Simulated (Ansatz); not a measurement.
# How far is this Al7N from the hull?

Level of theory: Ansatz, DFT PBE, scalar-relativistic, plane waves, PAW. All cells share a 420 eV cutoff and Γ-centred k meshes spaced about 0.3 Å⁻¹ or finer (0.25 for metals, 2π included). No spin polarisation.

Energies over the elements count from the elements' standard structures at the same level (N₂ as a molecule), with no fitted energy shifts.

These are static total energies at zero pressure.

The competitors are the elements and 1 reference phase of this chemical system (from databases or known types: AlN), relaxed at the same level; other known phases may be missing.

The candidate was reached from: a cell proposed by chemical analogy.

```
Al N
1.0
     1.48778    0.85897   16.24197
    -1.48778    0.85897   16.24197
     0.00000   -1.71794   16.24197
Al N
7 1
Direct
  0.21359 0.21359 0.21359
  0.92708 0.92708 0.92708
  0.63892 0.63892 0.63892
  0.35940 0.35940 0.35940
  0.07521 0.07521 0.07521
  0.78752 0.78752 0.78752
  0.50047 0.50047 0.50047
  0.67782 0.67782 0.67782
```

The lowest competing mixture at this composition:

| phase | space group | source | share of atoms | ΔE_f (eV/atom) |
| --- | --- | --- | --- | --- |
| Al | - | element | 0.7500 | 0.000 |
| AlN | P6_3mc (No. 186) | COD | 0.2500 | -1.368 |

**Question.** What are the hull's energy here, the candidate's formation energy and its margin?

**Answer.** The hull lies at -0.342 eV/atom, the weighted sum of the last column. The candidate has -0.207 eV/atom, which is 135 meV/atom above it (136 meV/atom from unrounded values). The candidate matches no cell in the subsets of the Crystallography Open Database and the Materials Project at hand. It is metastable at best. Phonons aren't part of this comparison.
